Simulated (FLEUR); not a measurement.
Runs of FLEUR MaX-R8.1 (later development tree) on C. It takes space group P6_3/mmc (No. 194, hexagonal). Conventional cell: a = 2.522 Å, b = 2.522 Å, c = 12.356 Å, α = 90.00°, β = 90.00°, γ = 120.00°. C (site symmetry 3m) has 4 C at 1.54 Å as nearest neighbours. C (site symmetry 3m) has 4 C at 1.54 Å as nearest neighbours. C (site symmetry 3m) has 4 C at 1.54 Å as nearest neighbours. This is a hexagonal form of diamond, not graphite.

```tsv
task	level	gmax	muffin-tin radii	lmax	max iterations	mixing factor	kmax	gap on the mesh (eV)	V0 of scaled cells (Å³/atom)	B0 (GPa)
band structure	PW91	16.5 1/bohr	C 1.35 bohr	C 8	60	0.05	5.33 1/bohr	4.43	-	-
band structure	PBE	17.5 1/bohr	C 1.35 bohr	C 5	60	0.05	3.5 1/bohr	4.40	-	-
band structure	Xalpha	16.5 1/bohr	C 1.35 bohr	C 8	60	0.05	5.33 1/bohr	4.25	-	-
equation of state	PZ	17 1/bohr	C 1.31 bohr	C 8	-	-	5.5 1/bohr	-	5.52	(b)
equation of state	Xalpha	17 1/bohr	C 1.31 bohr	C 8	-	-	5.5 1/bohr	-	(a)	423
band structure	PBEsol	15.6 1/bohr	C 1.35 bohr	C 5	60	0.05	5.04 1/bohr	(c)	-	-
band structure	Wigner	16.5 1/bohr	C 1.35 bohr	C 8	60	0.05	5.33 1/bohr	4.28	-	-
band structure	PBE	15.6 1/bohr	C 1.35 bohr	C 5	60	0.05	5.04 1/bohr	4.39	-	-
```

Alike in all rows: potentials or basis all-electron, FLAPW; no spin polarisation; cell as given; k mesh 12 × 12 × 3; smearing fermi-dirac 0.05 eV.

**Question.** Fill in the values left out.

**Answer.** (a) 5.76; (b) 466; (c) 4.26.

Caveats: the cell was scaled at fixed shape and fractional positions, which overstates the stiffness of a crystal with free parameters, most of all of layers and chains (some runs); the plane-wave cutoff is short for the small spheres of the light atoms, so energies, forces and moduli aren't converged (some runs).

A k mesh can miss the band edges.

Not every run made on this cell is shown here.
